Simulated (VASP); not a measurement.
Crystal: CdSe.

```
Cd Se
1.0
     0.00000    3.04621    3.04621
     3.04621    0.00000    3.04621
     3.04621    3.04621    0.00000
Cd Se
1 1
Cartesian
  0.0000 0.0000 0.0000
  4.5693 4.5693 4.5693
```

Measurements of this composition are mostly on another form, of space group No. 186.

Base run:

```yaml
Program: VASP 6.6.1
Functional: PBEsol
Potentials_or_basis: VASP PAW PBE potentials, release 64 (Cd, Se)
Cutoff: 520 eV
k_mesh: 8 × 8 × 8
Occupations: gaussian, width 0.03 eV
Spin: no spin polarisation
```

Its results: band gap on the k mesh 0.47 eV, direct; pressure 0.1 GPa.

Task: The run is repeated on the same cell with these changes: functional from PBEsol to LDA; potentials or basis from VASP PAW PBE potentials, release 64 (Cd, Se) to VASP PAW LDA potentials, release 64 (Cd, Se). What comes out?

Result: Band gap on the k mesh 0.35 eV, direct; pressure -1.8 GPa.

Caveats: the PAW data sets were made with another functional, which shifts forces and pressure a little (some runs).
